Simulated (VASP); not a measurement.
# BeTe (F-43m) in VASP: notebook

The runs below take BeTe through single point, relaxation of cell and atoms, with r2SCAN.

Program: VASP 6.6.1. These are calculated values, not measurements. Logs are shortened: lines on timing, memory, paths and dates and some standing lists are left out, and cuts for length are marked.

### Step 1. Starting point

Symmetry: F-43m, No. 216, cubic system. The conventional cell has a = 5.657 Å, b = 5.657 Å, c = 5.657 Å, α = 90.00°, β = 90.00°, γ = 90.00°. Be (site symmetry -43m) has 4 Te at 2.45 Å as nearest neighbours. Te (site symmetry -43m) has 4 Be at 2.45 Å as nearest neighbours.

### Step 2. Single point, r2SCAN

The input, POSCAR:

```
BeTe
1.0
    0.0000000000      2.8284734428      2.8284734428
    2.8284734428      0.0000000000      2.8284734428
    2.8284734428      2.8284734428      0.0000000000
Be Te
1 1
Direct
    0.0000000000      0.0000000000      0.0000000000
    0.2500000000      0.2500000000      0.2500000000
```

The input, INCAR.step1:

```
SYSTEM = BeTe
PREC = Accurate
ENCUT = 520
ISMEAR = 0
SIGMA = 0.02
LREAL = .False.
LASPH = .True.
NELM = 60
NBANDS = 11
GGA = PE
ALGO = Normal
EDIFF = 1E-4
LWAVE = .True.
LCHARG = .False.
```

The input, INCAR.step2:

```
SYSTEM = BeTe
PREC = Accurate
ENCUT = 520
EDIFF = 1E-6
ISMEAR = 0
SIGMA = 0.02
LREAL = .False.
LASPH = .True.
NELM = 60
ALGO = Normal
ISIF = 2
LWAVE = .False.
LCHARG = .False.
METAGGA = R2SCAN
LMIXTAU = .True.
NBANDS = 11
ISTART = 1
```

The input, KPOINTS:

```
Automatic mesh
0
Gamma
  8 8 8
  0 0 0
```

Potentials or basis: VASP PAW PBE potentials, release 64 (Be, Te).

Command:

```bash
$ cat potpaw_PBE.64/Be/POTCAR potpaw_PBE.64/Te/POTCAR > POTCAR
$ cp INCAR.step1 INCAR
$ mpirun -np 1 vasp_std > vasp.out
$ cp INCAR.step2 INCAR
$ mpirun -np 1 vasp_std > vasp.out
```

OUTCAR:

```text
SYSTEM = BeTe
   PREC = Accurate
   ENCUT = 520
   EDIFF = 1E-6
   ISMEAR = 0
   LREAL = .False.
   LASPH = .True.
   NELM = 60
   ISIF = 2
   METAGGA = R2SCAN
   ISTART = 1

 ion  position               nearest neighbor table
   1  0.000  0.000  0.000-   2 2.45   2 2.45   2 2.45   2 2.45
   2  0.250  0.250  0.250-   1 2.45   1 2.45   1 2.45   1 2.45

  LATTYP: Found a face centered cubic cell.
 ALAT       =     5.6569468856

  Lattice vectors:

 A1 = (   0.0000000000,   2.8284734428,   2.8284734428)
 A2 = (   2.8284734428,   0.0000000000,   2.8284734428)
 A3 = (   2.8284734428,   2.8284734428,   0.0000000000)

Analysis of symmetry for initial positions (statically):
=====================================================================
 Subroutine PRICEL returns:
 Original cell was already a primitive cell.

 Routine SETGRP: Setting up the symmetry group for a
 face centered cubic supercell.

 Subroutine GETGRP returns: Found 24 space group operations
 (whereof 24 operations were pure point group operations)
 out of a pool of 48 trial point group operations.

The static configuration has the point symmetry T_d .

Analysis of symmetry for dynamics (positions and initial velocities):
=====================================================================
 Subroutine PRICEL returns:
 Original cell was already a primitive cell.

 Routine SETGRP: Setting up the symmetry group for a
 face centered cubic supercell.

 Subroutine GETGRP returns: Found 24 space group operations
 (whereof 24 operations were pure point group operations)
 out of a pool of 48 trial point group operations.

The dynamic configuration has the point symmetry T_d .

 Subroutine INISYM returns: Found 24 space group operations
 (whereof 24 operations are pure point group operations),
 and found     1 'primitive' translations

----------------------------------------------------------------------------------------

                                     Primitive cell

  volume of cell :      45.2571

  direct lattice vectors                    reciprocal lattice vectors
     0.000000000  2.828473443  2.828473443    -0.176773800  0.176773800  0.176773800
     2.828473443  0.000000000  2.828473443     0.176773800 -0.176773800  0.176773800
     2.828473443  2.828473443  0.000000000     0.176773800  0.176773800 -0.176773800

  length of vectors
     4.000065504  4.000065504  4.000065504     0.306181204  0.306181204  0.306181204

  position of ions in fractional coordinates (direct lattice)
     0.000000000  0.000000000  0.000000000
     0.250000000  0.250000000  0.250000000

  ion indices of the primitive-cell ions
   primitive index   ion index
                 1           1
                 2           2

----------------------------------------------------------------------------------------

 KPOINTS: Automatic mesh

Automatic generation of k-mesh.
 Grid dimensions read from file:
 generate k-points for:    8    8    8

 Generating k-lattice:

  Cartesian coordinates                     Fractional coordinates (reciprocal lattice)
    -0.022096725  0.022096725  0.022096725     0.125000000  0.000000000  0.000000000
     0.022096725 -0.022096725  0.022096725     0.000000000  0.125000000  0.000000000
     0.022096725  0.022096725 -0.022096725     0.000000000  0.000000000  0.125000000

  Length of vectors
     0.038272650  0.038272650  0.038272650

  Shift w.r.t. Gamma in fractional coordinates (k-lattice)
     0.000000000  0.000000000  0.000000000

 Subroutine IBZKPT returns following result:
 ===========================================

 Found     29 irreducible k-points:

 Following reciprocal coordinates:
            Coordinates               Weight
  0.000000  0.000000  0.000000      1.000000
  0.125000  0.000000  0.000000      8.000000
  0.250000  0.000000  0.000000      8.000000
  0.375000  0.000000  0.000000      8.000000
  0.500000  0.000000  0.000000      4.000000
  0.125000  0.125000  0.000000      6.000000
[... 16 lines left out ...]
  0.500000  0.250000  0.125000     48.000000
 -0.375000  0.250000  0.125000     24.000000
 [... further k-points ...]
   k-points           NKPTS =     29   k-points in BZ     NKDIM =     29   number of bands    NBANDS=     11
   number of dos      NEDOS =    301   number of ions     NIONS =      2
   total plane-waves  NPLWV =  27000
   dimension x,y,z NGX =    30 NGY =   30 NGZ =   30
   dimension x,y,z NGXF=    60 NGYF=   60 NGZF=   60
   ions per type =               1   1
   NGX,Y,Z   is equivalent  to a cutoff of  12.47, 12.47, 12.47 a.u.
   NGXF,Y,Z  is equivalent  to a cutoff of  24.94, 24.94, 24.94 a.u.
 SYSTEM =  BeTe
   PREC   = accura    normal or accurate (medium, high low for compatibility)
   ISTART =      1    job   : 0-new  1-cont  2-samecut
   ICHARG =      0    charge: 1-file 2-atom 10-const
   ISPIN  =      1    spin polarized calculation?
   LNONCOLLINEAR =      F non collinear calculations
   LSORBIT =      F    spin-orbit coupling
   LASPH  =      T    aspherical Exc in radial PAW
   ENCUT  =  520.0 eV  38.22 Ry    6.18 a.u.   7.44  7.44  7.44*2*pi/ulx,y,z
   NELM   =     60;   NELMIN=  2; NELMDL=  0     # of ELM steps
   EDIFF  = 0.1E-05   stopping-criterion for ELM
   LREAL  =      F    real-space projection
   EDIFFG = 0.1E-04   stopping-criterion for IOM
   NSW    =      0    number of steps for IOM
   IBRION =     -1    ionic relax: 0-MD 1-quasi-New 2-CG
   NFREE  =      0    steps in history (QN), initial steepest desc. (CG)
   ISIF   =      2    stress and relaxation
   ISYM   =      2    0-nonsym 1-usesym 2-fastsym
   POTIM  = 0.5000    time-step for ionic-motion
   TEBEG  =    0.0;   TEEND  =   0.0 temperature during run
   PSTRESS=    0.0 pullay stress
   NELECT =       8.0000    total number of electrons
   NUPDOWN=      -1.0000    fix difference up-down
   EMIN   =  10.00;   EMAX   =-10.00  energy-range for DOS
   EFERMI =   0.00;   METHOD = LEGACY
   ISMEAR =     0;   SIGMA  =   0.02  broadening in eV -4-tet -1-fermi 0-gaus
   EFERMI_NEDOS =   21; number of points for ismear=-14 and -15
   IALGO  =     38    algorithm
   IMIX   =      4    mixing-type and parameters
     AMIX     =   0.40;   BMIX     =  1.00
     AMIX_MAG =   1.60;   BMIX_MAG =  1.00
  volume/ion in A,a.u.               =      22.63       152.70
  Fermi-wavevector in a.u.,A,eV,Ry     =   0.918775  1.736234 11.485336  0.844148
  Thomas-Fermi vector in A             =   2.043895
   LORBIT       =      0    0 simple, 1 ext, 2 COOP (PROOUT), +10 PAW based schemes
   METAGGA = R2SCAN    functional components
   LHFCALC =     F    Hartree Fock is set to
   AEXX    =    0.0000 exact exchange contribution
   IVDW    =     0    specifies the selected vdW correction
   LEPSILON=     F    determine dielectric tensor
   LRPA    =     F    only Hartree local field effects (RPA)
 non-spin polarized calculation
 Gauss-broadening in eV      SIGMA  =   0.02
  energy-cutoff  :      520.00
  volume of cell :       45.26
 maximum number of plane-waves:      1243
 NGX is ok and might be reduce to    30
   NGX = 15   NGY = 15   NGZ = 15

 number of electron       8.0000000 magnetization

 Free energy of the ion-electron system (eV)
  ---------------------------------------------------
  ext. energy  EPLUGINS =         0.00000000
  ---------------------------------------------------
  free energy    TOTEN  =       -30.68491008 eV

  energy without entropy =      -30.68491008  energy(sigma->0) =      -30.68491008

 E-fermi :   4.9268     XC(G=0):  -9.4235

 val. band max:        4.7881518947   @ k =   0.0000   0.0000   0.0000
 cond. band min:       7.1566783982   @ k =   0.5000   0.5000   0.0000
 fundamental gap:      2.3685265035
 Fermi energy:         4.9268442100

 k-point     1 :       0.0000    0.0000    0.0000
  band No.  band energies     occupation
      1      -7.9084      2.00000
      2       4.7881      2.00000
      3       4.7882      2.00000
      4       4.7882      2.00000
      5       8.8183      0.00000
      6       8.8184      0.00000
      7       8.8184      0.00000
      8       9.1956      0.00000
      9      13.8036      0.00000
     10      15.5088      0.00000
     11      15.5088      0.00000

 k-point     2 :       0.1250    0.0000    0.0000
  band No.  band energies     occupation
      1      -7.7539      2.00000
      2       3.4778      2.00000
      3       4.5543      2.00000
      4       4.5543      2.00000
      5       8.7994      0.00000
      6       9.1691      0.00000
      7       9.1691      0.00000
      8      10.4277      0.00000
      9      14.2647      0.00000
     10      14.6297      0.00000
     11      14.6297      0.00000

 k-point     3 :       0.2500    0.0000    0.0000
  band No.  band energies     occupation
      1      -7.3275      2.00000
      2       1.4184      2.00000
      3       4.1102      2.00000
      4       4.1102      2.00000
      5       8.5613      0.00000
      6       9.7146      0.00000
      7       9.7146      0.00000
      8      12.4340      0.00000
      9      14.3622      0.00000
     10      14.3622      0.00000
     11      14.5686      0.00000

 k-point     4 :       0.3750    0.0000    0.0000
  band No.  band energies     occupation
      1      -6.7843      2.00000
      2      -0.2253      2.00000
      3       3.7642      2.00000
      4       3.7642      2.00000
      5       8.3714      0.00000
      6       9.8466      0.00000
      7       9.8466      0.00000
      8      13.3071      0.00000
      9      15.2815      0.00000
     10      15.4770      0.00000
     11      15.4770      0.00000

 k-point     5 :       0.5000    0.0000    0.0000
  band No.  band energies     occupation
      1      -6.5003      2.00000
      2      -0.8885      2.00000
      3       3.6393      2.00000
      4       3.6393      2.00000
      5       8.3038      0.00000
      6       9.8116      0.00000
      7       9.8117      0.00000
      8      13.2626      0.00000
      9      16.4992      0.00000
     10      17.0202      0.00000
     11      17.0202      0.00000
[... 211 lines left out ...]
 k-point    21 :       0.5000    0.5000    0.0000
  band No.  band energies     occupation
      1      -5.9784      2.00000
      2      -0.4808      2.00000
      3       2.0931      2.00000
      4       2.0932      2.00000
      5       7.1567      0.00000
      6       7.7969      0.00000
      7      15.2739      0.00000
      8      15.2740      0.00000
      9      17.2313      0.00000
     10      18.6558      0.00000
     11      18.9397      0.00000

 k-point    22 :       0.3750    0.2500    0.1250
  band No.  band energies     occupation
      1      -6.9742      2.00000
      2       1.1510      2.00000
      3       2.5103      2.00000
      4       3.5516      2.00000
      5       8.8083      0.00000
      6      10.1196      0.00000
      7      10.6510      0.00000
      8      11.5948      0.00000
      9      14.4545      0.00000
     10      16.1639      0.00000
     11      16.6093      0.00000

 k-point    23 :       0.5000    0.2500    0.1250
  band No.  band energies     occupation
      1      -6.4907      2.00000
      2       0.0543      2.00000
      3       1.9577      2.00000
      4       3.0878      2.00000
      5       9.2731      0.00000
      6       9.9239      0.00000
      7      11.2259      0.00000
      8      12.2452      0.00000
      9      15.3448      0.00000
     10      15.7602      0.00000
     11      17.8171      0.00000

 k-point    24 :      -0.3750    0.2500    0.1250
  band No.  band energies     occupation
      1      -6.2465      2.00000
      2      -0.4613      2.00000
      3       1.8440      2.00000
      4       2.8603      2.00000
      5       9.4763      0.00000
      6       9.5750      0.00000
      7      12.0212      0.00000
      8      13.1749      0.00000
      9      13.8260      0.00000
     10      17.0702      0.00000
     11      17.4370      0.00000

 [... further k-points ...]

------------------------ aborting loop because EDIFF is reached ----------------------------------------

  FORCE on cell =-STRESS in cart. coord.  units (eV):
  Direction    XX          YY          ZZ          XY          YZ          ZX
  --------------------------------------------------------------------------------------
  -------------------------------------------------------------------------------------
  Total        0.0489693      0.0489693      0.0489693     -0.0000000      0.0000000      0.0000000
  in kB        1.7335988      1.7335988      1.7335988     -0.0000000      0.0000000      0.0000000
  external PRESSURE =       1.7335988 kB  Pullay stress =       0.0000000 kB

 VOLUME and BASIS-vectors are now :
 -----------------------------------------------------------------------------
  energy-cutoff  :      520.00
  volume of cell :       45.26
      direct lattice vectors                 reciprocal lattice vectors
     0.000000000  2.828473443  2.828473443    -0.176773800  0.176773800  0.176773800
     2.828473443  0.000000000  2.828473443     0.176773800 -0.176773800  0.176773800
     2.828473443  2.828473443  0.000000000     0.176773800  0.176773800 -0.176773800

 POSITION                                       TOTAL-FORCE (eV/Angst)
 -----------------------------------------------------------------------------------
      0.00000      0.00000      0.00000         0.000000     -0.000000      0.000000
      1.41424      1.41424      1.41424        -0.000000      0.000000     -0.000000
 -----------------------------------------------------------------------------------
    total drift:                                0.000000      0.000000      0.000000

  FREE ENERGIE OF THE ION-ELECTRON SYSTEM (eV)
  ---------------------------------------------------
  free  energy   TOTEN  =       -30.6849100776 eV

  energy  without entropy=      -30.6849100776  energy(sigma->0) =      -30.68491008
```

It took 27 s on 1 thread of Intel Xeon 6975P-C (Granite Rapids), shared host; peak memory 0.17 GiB.

Results:

```
Free energy            : -30.6849 eV
Pressure               : 0.2 GPa
Band gap on the k mesh : 2.37 eV, indirect (least direct gap 4.03 eV)
```

Caveat: the PAW data sets were made with another functional, which shifts forces and pressure a little; spin-orbit coupling is left out, which moves the levels of the heavy elements.

### Step 3. Relaxation of cell and atoms, r2SCAN

This run uses another cell than the first one, of 21.25 Å³/atom, 0.939 times its volume.

The input, POSCAR:

```
BeTe
1.0
    0.0000000000      2.7700000000      2.7700000000
    2.7700000000      0.0000000000      2.7700000000
    2.7700000000      2.7700000000      0.0000000000
Be Te
1 1
Direct
    0.0000000000      0.0000000000      0.0000000000
    0.2500000000      0.2500000000      0.2500000000
```

Changes to INCAR.step1 since step 2:

```diff
@@ -2,3 +2,3 @@
 PREC = Accurate
-ENCUT = 520
+ENCUT = 600
 ISMEAR = 0
@@ -8,3 +8,2 @@
 NELM = 60
-NBANDS = 11
 GGA = PE
```

The input, INCAR.step2:

```
SYSTEM = BeTe
PREC = Accurate
ENCUT = 600
EDIFF = 1E-7
ISMEAR = 0
SIGMA = 0.02
LREAL = .False.
LASPH = .True.
NELM = 60
ALGO = Normal
ISIF = 3
LWAVE = .False.
LCHARG = .False.
METAGGA = R2SCAN
LMIXTAU = .True.
IBRION = 2
NSW = 100
EDIFFG = -0.005
ISTART = 1
```

The input, KPOINTS:

```
regular mesh
0
Gamma
  8 8 8
  0 0 0
```

Potentials or basis: VASP PAW PBE potentials, release 64 (Be, Te).

Command:

```bash
$ cat potpaw_PBE.64/Be/POTCAR potpaw_PBE.64/Te/POTCAR > POTCAR
$ cp INCAR.step1 INCAR
$ mpirun -np 1 vasp_std > vasp.out
$ cp INCAR.step2 INCAR
$ mpirun -np 1 vasp_std > vasp.out
```

It took 57 s on 1 thread of Intel Xeon 6975P-C (Granite Rapids), shared host; peak memory 0.2 GiB.

The run converged. Its results:

```
Free energy                            : -30.6853 eV
Relaxed volume                         : 22.69 Å³/atom
Relaxed cell                           : a = 4.004 Å, b = 4.004 Å, c = 4.004 Å, α = 60.00°, β = 60.00°, γ = 60.00°
Space group after relaxing (to 0.05 Å) : F-43m (No. 216)
Energy gained by relaxing              : 19.0 meV/atom
Ionic steps                            : 3
Pressure after relaxing                : 0.0 GPa
Band gap on the k mesh                 : 2.37 eV, indirect (least direct gap 4.03 eV)
```

Step by step:
```tsv
step	energy change (eV)	largest force (eV/Å)	pressure (GPa)	volume (Å³)
1	0.0000	0.0000	4.44	42.51
2	-0.0352	0.0000	-1.06	46.23
3	-0.0380	0.0000	0.01	45.39
```

Final structure:
```xyz
2
Lattice="0.0000 2.8312 2.8312 2.8312 0.0000 2.8312 2.8312 2.8312 0.0000" Properties=species:S:1:pos:R:3 pbc="T T T"
Be    0.0000    0.0000    0.0000
Te    1.4156    1.4156    1.4156
```

Levels at points of the mesh, in eV from the valence-band top:
```csv
k point,band 1,band 2,band 3,band 4,band 5,band 6,band 7,band 8
"(0.00, 0.00, 0.00)",-12.68,0.00,0.00,0.00,4.03,4.03,4.03,4.38
"(0.50, 0.00, 0.00)",-11.28,-5.66,-1.14,-1.14,3.51,5.02,5.02,8.47
"(0.50, 0.50, 0.00)",-10.76,-5.25,-2.68,-2.68,2.37,3.01,10.47,10.47
```

Caveat: the PAW data sets were made with another functional, which shifts forces and pressure a little; spin-orbit coupling is left out, which moves the levels of the heavy elements. Zero-point motion and thermal expansion aren't in these numbers.

### Step 4. Single point, r2SCAN

The input, POSCAR:

```
BeTe
1.0
    0.0000000000      2.8284734428      2.8284734428
    2.8284734428      0.0000000000      2.8284734428
    2.8284734428      2.8284734428      0.0000000000
Be Te
1 1
Direct
    0.0000000000      0.0000000000      0.0000000000
    0.2500000000      0.2500000000      0.2500000000
```

The input, INCAR.step1:

```
ALGO     = Normal         # electronic algorithm
EDIFF    = 1E-4           # SCF threshold, eV
ENCUT    = 520            # plane-wave cutoff, eV
GGA      = PE             # functional
ISMEAR   = 0              # smearing method
LASPH    = T              # aspherical terms in the spheres
LCHARG   = F              # write CHGCAR
LREAL    = F              # projectors in reciprocal space
LWAVE    = T              # write WAVECAR
NBANDS   = 11             # bands
NELM     = 60             # most SCF steps
PREC     = Accurate       # precision mode
SIGMA    = 0.02           # smearing width, eV
```

The input, INCAR.step2:

```
ALGO     = Normal         # electronic algorithm
EDIFF    = 1E-7           # SCF threshold, eV
ENCUT    = 520            # plane-wave cutoff, eV
ISIF     = 2              # what is computed and relaxed
ISMEAR   = 0              # smearing method
ISTART   = 1            
LASPH    = T              # aspherical terms in the spheres
LCHARG   = F              # write CHGCAR
LMIXTAU  = T            
LREAL    = F              # projectors in reciprocal space
LWAVE    = F              # write WAVECAR
METAGGA  = R2SCAN         # meta-GGA
NBANDS   = 11             # bands
NELM     = 60             # most SCF steps
PREC     = Accurate       # precision mode
SIGMA    = 0.02           # smearing width, eV
```

The input, KPOINTS:

```
k-points
0
Gamma
  8 8 8
```

Command:

```bash
$ cat potpaw_PBE.64/Be/POTCAR potpaw_PBE.64/Te/POTCAR > POTCAR
$ cp INCAR.step1 INCAR
$ mpirun -np 1 vasp_std > vasp.out
$ cp INCAR.step2 INCAR
$ mpirun -np 1 vasp_std > vasp.out
```

Run time: 32 s. Hardware: 1 thread of Intel Xeon 6975P-C (Granite Rapids), shared host; peak memory 0.17 GiB.

Results (log left out):

```yaml
Free_energy: -30.6849 eV
Pressure: 0.2 GPa
Band_gap_on_the_k_mesh: 2.37 eV, indirect (least direct gap 4.03 eV)
```

Levels at points of the mesh, in eV from the valence-band top:
```
           k point  band 1  band 2  band 3  band 4  band 5  band 6  band 7  band 8  band 9
(0.00, 0.00, 0.00)  -12.70    0.00    0.00    0.00    4.03    4.03    4.03    4.41    9.01
(0.50, 0.00, 0.00)  -11.29   -5.68   -1.15   -1.15    3.51    5.02    5.02    8.47   11.71
(0.50, 0.50, 0.00)  -10.77   -5.27   -2.70   -2.70    2.37    3.01   10.48   10.48   12.44
```

Caveat: the PAW data sets were made with another functional, which shifts forces and pressure a little; spin-orbit coupling is left out, which moves the levels of the heavy elements. A k mesh can miss the band edges.

(Part 1 of 2 ends here.)
